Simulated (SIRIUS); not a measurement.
# NiO (Fm-3m) in SIRIUS: notebook, part 2 of 2

SIRIUS 7.10.0. Earlier steps stand in the parts before.

## Step 3: Single point, PBE, collinear spin, ferromagnetic start

sirius.json reads:

```json
{
  "control": {
    "processing_unit": "cpu",
    "verbosity": 2,
    "num_bands_to_print": 20,
    "print_forces": true,
    "print_stress": true
  },
  "parameters": {
    "electronic_structure_method": "pseudopotential",
    "xc_functionals": ["XC_GGA_X_PBE", "XC_GGA_C_PBE"],
    "gk_cutoff": 10.2,
    "pw_cutoff": 20.4,
    "ngridk": [9, 9, 9],
    "shiftk": [0, 0, 0],
    "smearing": "fermi_dirac",
    "smearing_width": 0.0018374661,
    "num_bands": 20,
    "num_mag_dims": 1,
    "num_dft_iter": 100,
    "energy_tol": 1e-08,
    "density_tol": 1e-06
  },
  "iterative_solver": {
    "type": "davidson",
    "min_tolerance": 1e-09,
    "tolerance_scale": [0.1, 0.25]
  },
  "mixer": {
    "type": "anderson",
    "beta": 0.5,
    "max_history": 8
  },
  "settings": {
    "tol_ne": 1e-10,
    "pseudo_grid_cutoff": 6.5,
    "smooth_initial_mag": true
  },
  "unit_cell": {
    "lattice_vectors": [
      [0.0, 3.941782825153, 3.941782825153],
      [3.941782825153, 0.0, 3.941782825153],
      [3.941782825153, 3.941782825153, 0.0]
    ],
    "atom_coordinate_units": "lattice",
    "atom_types": ["Ni", "O"],
    "atom_files": {
      "O": "O.json",
      "Ni": "Ni.json"
    },
    "atoms": {
      "Ni": [
        [0.0, 0.0, 0.0, 0.0, 0.0, 1.0]
      ],
      "O": [
        [0.5, 0.5, 0.5, 0.0, 0.0, 0.0]
      ]
    }
  }
}
```

Potentials or basis: PseudoDojo 0.4 PBE stringent (scalar relativistic).

Command:

```console
upf_to_json O.upf
upf_to_json Ni.upf
OMP_NUM_THREADS=1 sirius.scf --input=sirius.json --output=out.json --task=0
```

Standard output:

```text
[info] SIRIUS version : 7.10.0
[info] number of MPI ranks           : 1
[info] MPI grid                      : 1 1
[info] maximum number of OMP threads : 1
[fft] FFT context for density and potential
[fft] =====================================
[fft]   comm size                             : 1
[fft]   plane wave cutoff                     : 20.4
[fft]   grid size                             : 40 40 40   total : 64000
[fft]   grid limits                           : -19 20   -19 20   -19 20
[fft]   number of G-vectors within the cutoff : 8739
[fft]   local number of G-vectors             : 8739
[fft]   number of G-shells                    : 499
[fft] FFT context for coarse grid
[fft] =====================================
[fft]   comm size                             : 1
[fft]   plane wave cutoff                     : 20.4
[fft]   grid size                             : 40 40 40   total : 64000
[fft]   grid limits                           : -19 20   -19 20   -19 20
[fft]   number of G-vectors within the cutoff : 8739
[fft]   local number of G-vectors             : 8739
[fft]   number of G-shells                    : 499
[unit cell] lattice vectors
[unit cell]   a1 :       0.0000000000      3.9417828252      3.9417828252
[unit cell]   a2 :       3.9417828252      0.0000000000      3.9417828252
[unit cell]   a3 :       3.9417828252      3.9417828252      0.0000000000
[unit cell] reciprocal lattice vectors
[unit cell]   b1 :      -0.7969979050      0.7969979050      0.7969979050
[unit cell]   b2 :       0.7969979050     -0.7969979050      0.7969979050
[unit cell]   b3 :       0.7969979050      0.7969979050     -0.7969979050
[unit cell] unit cell volume :       122.49209834 [a.u.^3]
[... 454 lines left out ...]
[find] one-electron contribution      :     -95.54496014 (Ha),    -191.08992028 (Ry)
[find] hartree contribution           :      55.48704126
[find] xc contribution                :     -26.06232967
[find] ewald contribution             :    -119.61165375
[find] PAW contribution               :       0.00000000
[find] smearing (-TS)                 :      -0.00055916
[find] SCF correction                 :      -0.00000628
[find] Total energy                   :    -185.73190858 (Ha),    -371.46381716 (Ry)
[find] Free energy (E-TS)             :    -185.73246773 (Ha),    -371.46493547 (Ry)
[find] band gap (eV)                  :       0.00000000
[find] Efermi                         :       0.53584629
[find] iteration : 20, RMS : 7.507656659018e-07, energy difference : -1.404913518854e-09
[find] Hartree energy of density residual : 2.631456548128e-12
[find] bands are converged : true
[find] iterative solver converged : true
[find] converged after 21 SCF iterations!
[find] Charges and magnetic moments
[find] --------------------------------------------------------------------------------
[find] atom                moment                |moment|
[find] --------------------------------------------------------------------------------
[find]    0 [  0.00000,   0.00000,   0.00004]    0.000042
[find]    1 [  0.00000,   0.00000,   0.00001]    0.000012
[find] total charge          : 24.000000
[find] total moment          : [  0.00000,   0.00000,   0.00005], magnitude : 0.000054
[find] Energy
[find] --------------------------------------------------------------------------------
[find] valence_eval_sum               :     -11.64875496
[find] <rho|V^{XC}>                   :     -27.07787734
[find] <rho|E^{XC}>                   :     -26.06232967
[find] <mag|B^{XC}>                   :      -0.00000000
[find] <rho|V^{H}>                    :     110.97408252
[find] one-electron contribution      :     -95.54496014 (Ha),    -191.08992028 (Ry)
[find] hartree contribution           :      55.48704126
[find] xc contribution                :     -26.06232967
[find] ewald contribution             :    -119.61165375
[find] PAW contribution               :       0.00000000
[find] smearing (-TS)                 :      -0.00055916
[find] SCF correction                 :      -0.00000628
[find] Total energy                   :    -185.73190858 (Ha),    -371.46381716 (Ry)
[find] Free energy (E-TS)             :    -185.73246773 (Ha),    -371.46493547 (Ry)
[find] band gap (eV)                  :       0.00000000
[find] Efermi                         :       0.53584629
[ground_state] === stress tensor components [kbar] ===
[ground_state] === stress_kin ===
[ground_state] -148743.783241   -0.000000   -0.000000
[ground_state]    -0.000000-148743.783241    0.000000
[ground_state]    -0.000000    0.000000-148743.783241
[ground_state] === stress_har ===
[ground_state] -44424.223369   -0.000000    0.000000
[ground_state]    -0.000000-44424.223369    0.000000
[ground_state]     0.000000    0.000000-44424.223369
[ground_state] === stress_ewald ===
[ground_state] 95763.888344    0.000000   -0.000000
[ground_state]     0.00000095763.888344   -0.000000
[ground_state]    -0.000000   -0.00000095763.888344
[ground_state] === stress_vloc ===
[ground_state] 19477.440649    0.000000    0.000000
[ground_state]     0.00000019477.440649   -0.000000
[ground_state]     0.000000   -0.00000019477.440649
[ground_state] === stress_xc ===
[ground_state]  3233.984496    0.000000    0.000000
[ground_state]     0.000000 3233.984496   -0.000000
[ground_state]     0.000000   -0.000000 3233.984496
[ground_state] === stress_core ===
[ground_state] 15273.448622    0.000000   -0.000000
[ground_state]     0.00000015273.448622   -0.000000
[ground_state]    -0.000000   -0.00000015273.448622
[ground_state] === stress_nonloc ===
[ground_state] 59444.366207    0.000000    0.000000
[ground_state]     0.00000059444.366207   -0.000000
[ground_state]     0.000000   -0.00000059444.366207
[ground_state] === stress_us_nl ===
[ground_state] 59444.366207    0.000000    0.000000
[ground_state]     0.00000059444.366207   -0.000000
[ground_state]     0.000000   -0.00000059444.366207
[ground_state] === stress_total ===
[ground_state]    25.121707   -0.000000   -0.000000
[ground_state]    -0.000000   25.121707    0.000000
[ground_state]    -0.000000    0.000000   25.121707
[ground_state] ==== total Forces in Ha/bohr =====
[ground_state] atom:    0, force:       0.0000000      0.0000000      0.0000000
[... 14 lines left out ...]
[ground_state] atom:    0, force:       0.0000000      0.0000000      0.0000000
[ground_state] atom:    1, force:       0.0000000      0.0000000      0.0000000
[~DFT_ground_state] local op. applied: 94086
[~DFT_ground_state] evp. work count: 23495.3
[~DFT_ground_state] number of iterative solver steps: 6131
```

It took 2.6 min on 1 thread of Arm Neoverse V2, shared host; peak memory 0.37 GiB.

What came out:

- Free energy: -5054.0379 eV
- Pressure: -2.5 GPa
- Band gap on the k mesh: none (metal or under the smearing width)

Caveat: the starting moments collapsed, and a magnetic state may lie lower; semilocal functionals often make such compounds metallic where correlation or magnetic order opens a gap, which also shifts bond lengths. With open d or f shells a metallic result of PBE can be an artefact of self-interaction; +U or a hybrid may open a gap.

## Step 4: Single point, PBE, collinear spin, ferromagnetic start

sirius.json, as its differences from that of step 3:

```diff
@@ -11,4 +11,4 @@
     "xc_functionals": ["XC_GGA_X_PBE", "XC_GGA_C_PBE"],
-    "gk_cutoff": 10.2,
-    "pw_cutoff": 20.4,
+    "gk_cutoff": 7.8,
+    "pw_cutoff": 22.1,
     "ngridk": [9, 9, 9],
@@ -35,3 +35,2 @@
     "tol_ne": 1e-10,
-    "pseudo_grid_cutoff": 6.5,
     "smooth_initial_mag": true
@@ -40,6 +39,7 @@
     "lattice_vectors": [
-      [0.0, 3.941782825153, 3.941782825153],
-      [3.941782825153, 0.0, 3.941782825153],
-      [3.941782825153, 3.941782825153, 0.0]
+      [0.0, 0.707106781187, 0.707106781187],
+      [0.707106781187, 0.0, 0.707106781187],
+      [0.707106781187, 0.707106781187, 0.0]
     ],
+    "lattice_vectors_scale": 5.5745227313,
     "atom_coordinate_units": "lattice",
```

Potentials or basis: SSSP 1.3.0 PBE efficiency.

Command:

```console
upf_to_json O.pbe-n-kjpaw_psl.0.1.UPF
upf_to_json ni_pbe_v1.4.uspp.F.UPF
OMP_NUM_THREADS=1 sirius.scf --input=sirius.json --output=out.json --task=0
```

Wall time 1.9 min (1 thread of Arm Neoverse V2, shared host); peak memory 0.31 GiB.

Results (log left out):

```
Free energy            : -5236.3626 eV
Pressure               : -2.2 GPa
Band gap on the k mesh : none (metal or under the smearing width)
```

Caveat: the starting moments collapsed, and a magnetic state may lie lower; semilocal functionals often make such compounds metallic where correlation or magnetic order opens a gap, which also shifts bond lengths. With open d or f shells a metallic result of PBE can be an artefact of self-interaction; +U or a hybrid may open a gap.

## Step 5: Single point, PBE, collinear spin, ferromagnetic start

sirius.json, as its differences from that of step 4:

```diff
@@ -11,4 +11,4 @@
     "xc_functionals": ["XC_GGA_X_PBE", "XC_GGA_C_PBE"],
-    "gk_cutoff": 7.8,
-    "pw_cutoff": 22.1,
+    "gk_cutoff": 6.4,
+    "pw_cutoff": 20.0,
     "ngridk": [9, 9, 9],
```

Potentials or basis: GBRV 1.5 PBE (ultrasoft).

Command:

```console
upf_to_json o_pbe_v1.2.uspp.F.UPF
upf_to_json ni_pbe_v1.4.uspp.F.UPF
OMP_NUM_THREADS=1 sirius.scf --input=sirius.json --output=out.json --task=0
```

Run time: 2.4 min. Hardware: 1 thread of Arm Neoverse V2, shared host; peak memory 0.28 GiB.

Results (log left out):

- Free energy: -5108.8651 eV
- Pressure: -4.1 GPa
- Band gap on the k mesh: none (metal or under the smearing width)

Caveat: the starting moments collapsed, and a magnetic state may lie lower; semilocal functionals often make such compounds metallic where correlation or magnetic order opens a gap, which also shifts bond lengths.
